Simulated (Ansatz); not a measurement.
## SiO₂: a ladder of calculations

Cell of run 1: a computed structure from the Materials Project (it need not be an observed phase).

Space group Cccm (No. 66); a = 10.2855, b = 11.9940, c = 10.0661 Å.

| site | Wyckoff | site symmetry | x | y | z |
| --- | --- | --- | --- | --- | --- |
| Si1 | 16m | 1 | 0.6061 | 0.7850 | 0.8490 |
| Si9 | 4b | 222 | 0.5000 | 0.0000 | 0.7500 |
| O11 | 16m | 1 | 0.5900 | 0.9196 | 0.8407 |
| O19 | 8l | ..m | 0.5822 | 0.7444 | 0.0000 |
| O23 | 8h | .2. | 0.5000 | 0.7294 | 0.7500 |
| O27 | 8k | ..2 | 0.2500 | 0.2500 | 0.8021 |

One atom of each set is listed; the run and its k-mesh use a cell of 30 atoms with edges of 7.90, 7.90, 10.07 Å.

All runs are DFT with Ansatz 0.2.0 (plane waves and PAW, scalar-relativistic unless spin–orbit coupling is named, Γ-centred meshes, Fermi–Dirac smearing where given) in this cell.

Run 1: PBE, atoms as given; 420 eV, 3×3×3 k-points, smearing 0.02 eV.
Run 2: r2SCAN, atoms as given; 500 eV, 3×3×3 k-points, smearing 0.02 eV.
Run 3: PBE, atoms as given; 550 eV, 3×3×3 k-points, smearing 0.02 eV.

```tsv
run	Si1 V_zz (η)	O11 V_zz (η)	O19 V_zz (η)	O23 V_zz (η)	O27 V_zz (η)
1	-1.35 (0.90)	8.59 (0.20)	9.13 (0.27)	8.78 (0.23)	9.33 (0.12)
2	?	?	?	?	?
3	-1.35 (0.90)	8.62 (0.20)	9.16 (0.27)	8.81 (0.23)	9.35 (0.12)
```

V_zz in 10²¹ V/m²; 5 of the 6 sets of like atoms are followed.

(1) Estimate the row of run 2.

Answers

(1) Si1: -1.32 (0.90); O11: 8.51 (0.20); O19: 9.02 (0.27); O23: 8.70 (0.23); O27: 9.24 (0.12). It lies nearest to run 1, from whose tensors on these sites it differs by 0.11 at most (largest principal value of the difference, on O19). Taken one at a time, the functional (r2SCAN with its higher cutoff) moves the tensors on these sites by up to 0.11 (largest principal value of the change, on O19), the cutoff by 0.03 (O27).

In runs 1, 3 the atoms aren't at the calculated equilibrium (largest force 0.48, 0.48 eV/Å).
